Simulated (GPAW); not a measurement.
Runs of GPAW 26.7.0 on W. The structure is cubic, space group Im-3m (No. 229). The conventional cell has a = 3.165 Å, b = 3.165 Å, c = 3.165 Å, α = 90.00°, β = 90.00°, γ = 90.00°. Around W (site symmetry m-3m) lie 8 W at 2.74 Å. 

| task | level | potentials or basis | cell | smearing | optimizer | fmax | max steps | convergence | eigensolver | gap on the mesh (eV) | pressure (GPa) | relaxed volume (Å³/atom) |
| --- | --- | --- | --- | --- | --- | --- | --- | --- | --- | --- | --- | --- |
| relaxation of cell and atoms | revPBE+D3(BJ) | the program's PAW data sets (release 1.2.1) made for this functional, pw | relaxed | fermi-dirac 0.05 eV | FIRE | 0.01 eV/Å | 60 | density=1e-05 forces=0.0001 | - | none | 0.0 | 15.63 |
| relaxation of cell and atoms | RPBE+D4 | the program's PAW data sets (release 1.2.1) made for this functional, pw | relaxed | fermi-dirac 0.05 eV | BFGS | 0.02 eV/Å | 100 | density=1e-05 forces=0.0001 | - | none | 0.0 | 15.74 |
| relaxation of cell and atoms | revPBE+D4 | the program's PAW data sets (release 1.2.1) made for this functional, pw | relaxed | fermi-dirac 0.05 eV | FIRE | 0.01 eV/Å | 100 | density=1e-05 forces=0.0001 | - | none | -0.1 | (a) |
| single point | PBE | GPAW PAW data sets (gpaw-data 1.2.1), pw | as given | gaussian 0.027 eV | - | - | - | - | - | none | 5.8 | - |
| relaxation of cell and atoms | BLYP+D3(BJ) | PAW data sets generated in the run's folder for this functional, pw | relaxed | fermi-dirac 0.05 eV | FIRE | 0.02 eV/Å | 100 | density=1e-05 forces=0.0001 | davidson | none | -0.1 | (b) |

Alike in all rows: no spin polarisation; k mesh 12 × 12 × 12; cutoff (eV) 600.

Task: Estimate the missing entries.

Result: (a) 15.79; (b) 15.66.

Caveats: later steps reuse the first step's grids (some runs); pairwise dispersion overbinds metals, which lowers pressure and volume (some runs).

A k mesh can miss the band edges, and the runs leave out spin-orbit coupling on W.

A gap of «none» marks a metal or a gap under the smearing width.
